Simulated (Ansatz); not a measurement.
Na₂S: levels along high-symmetry lines

```
Na S
1.0
     0.00000    3.26300    3.26300
     3.26300    0.00000    3.26300
     3.26300    3.26300    0.00000
Na S
2 1
Direct
  0.25000 0.25000 0.25000
  0.75000 0.75000 0.75000
  0.00000 0.00000 0.00000
```

Atom numbers follow the list: Na1, Na2, S3.

The cell is COD entry 1011374, as deposited and not checked against the literature; nothing was relaxed.

Computed with Ansatz 0.2.0, DFT, PBE, all-electron LAPW, scalar-relativistic.

Sampling and basis: a Γ-centred 8×8×8 k mesh, Fermi–Dirac smearing of 0.02 eV, basis error target 1 meV/atom, no spin polarisation.

Points in fractions of the reciprocal vectors of this cell: Γ (0, 0, 0), X (0.5, 0, 0.5), U (0.625, 0.25, 0.625), K (0.375, 0.375, 0.75), L (0.5, 0.5, 0.5), W (0.5, 0.25, 0.75). The path joins them by straight lines in the order Γ–X–U–K–Γ–L–W–X; legs that retrace an earlier one aren't tabulated. Energies are in eV from the top of the valence band.

Question: Is there a gap, and where are the band edges?

Answer: 2.51 eV, direct at Γ.

Question: List the levels between -5 and 5 eV at the symmetry points.

Answer: 
Γ: 0.00 (×3), 2.51
X: -1.48, -0.46 (×2), 3.85
U: -1.23, -0.93, -0.35, 4.55
K: -1.23, -0.93, -0.35, 4.55
L: -1.65, -0.13 (×2), 4.82
W: -1.02 (×2), -0.58, 4.82

Kohn–Sham gaps of semilocal functionals usually fall short of measured ones.
